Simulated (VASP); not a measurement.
Here is a VASP 6.6.1 calculation.

File INCAR:

```
PREC     = Accurate       # precision mode
ENCUT    = 500            # plane-wave cutoff, eV
EDIFF    = 1E-6           # SCF threshold, eV
ISMEAR   = 1              # smearing method
SIGMA    = 0.02           # smearing width, eV
LREAL    = False          # projectors in reciprocal space
LASPH    = True           # aspherical terms in the spheres
NELM     = 120            # most SCF steps
ALGO     = Normal         # electronic algorithm
ISIF     = 2              # what is computed and relaxed
LWAVE    = False          # write WAVECAR
LCHARG   = False          # write CHGCAR
GGA      = RP             # functional
NBANDS   = 26             # bands
GGA_COMPAT= False
```

The input KPOINTS:

```
regular mesh
0
Gamma
  12 12 6
```

POSCAR

```
ZnS
1.0
    3.8835696191      0.0000000000      0.0000000000
   -1.9417848096      3.3632699475      0.0000000000
    0.0000000000      0.0000000000      6.3677665077
Zn S
2 2
Direct
    0.3333333333      0.6666666667      0.0052197925
    0.6666666667      0.3333333333      0.5052197925
    0.3333333333      0.6666666667      0.3797802075
    0.6666666667      0.3333333333      0.8797802075
```

Potentials or basis: VASP PAW PBE potentials, release 64 (Zn, S).

Command:

```console
$ cat potpaw_PBE.64/Zn/POTCAR potpaw_PBE.64/S/POTCAR > POTCAR
$ mpirun -np 1 vasp_std > vasp.out
```

**Question.** Predict the pressure.

**Answer.** 0.6 GPa.

**Question.** What does it give for the band gap on the k mesh?

**Answer.** 2.12 eV.

**Question.** Predict the largest force.

**Answer.** 0.004 eV/Å.

Forces in eV/Å, atoms in the order of the input:
```
Zn   0.000  0.000 -0.004
Zn   0.000  0.000 -0.004
S    0.000  0.000  0.004
S    0.000  0.000  0.004
```

Caveat: the PAW data sets were made with another functional, which shifts forces and pressure a little.

**The experiment to reproduce.**

From a printed reference work, monograph, for a bulk crystal of ZnS at 4 K: band gap 3.911 eV (direct).

Against the measured gap of ZnS, 3.911 eV (direct; 4 K; a printed reference work, monograph), the calculated 2.12 eV is off by -1.79 eV. The value is that of RPBE on a finite k mesh, which can miss the band edges, without temperature or zero-point motion. Semilocal functionals fall short of measured gaps as a rule.
